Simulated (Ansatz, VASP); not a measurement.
# BeSe: VASP beside Ansatz

```xyz
2
Lattice="0.0000 2.5810 2.5810 2.5810 0.0000 2.5810 2.5810 2.5810 0.0000" Properties=species:S:1:pos:R:3 pbc="T T T"
Be    0.0000    0.0000    0.0000
Se    1.2905    1.2905    1.2905
```

Alike in both runs: task single point; functional PBEsol; k mesh 5 × 5 × 5; no spin polarisation.

|  | VASP | Ansatz |
| --- | --- | --- |
| version | VASP 6.6.1 | Ansatz 0.2.0 |
| potentials or method | VASP PAW PBE potentials, release 64 (Be, Se) | plane waves |
| plane-wave cutoff (eV) | 520 | 420 |
| occupations | gaussian, width 0.01 eV | fixed |
| valence electrons in the cell | 8 | 18 |

|  | VASP | Ansatz | Ansatz less VASP |
| --- | --- | --- | --- |
| gap on the k mesh at the Fermi level (eV) | 2.74 | 2.75 | +0.014 |
| pressure (GPa) | -1.1 | -1.3 | -0.28 |

The two sets of potentials don't hold the same shells in valence.

Caveats: the k mesh is coarse (spacing up to 0.42 Å⁻¹), so the values aren't converged; the PAW data sets were made with another functional, which shifts forces and pressure a little (VASP); an odd mesh through Γ misses points on the zone boundary, where band edges often lie.
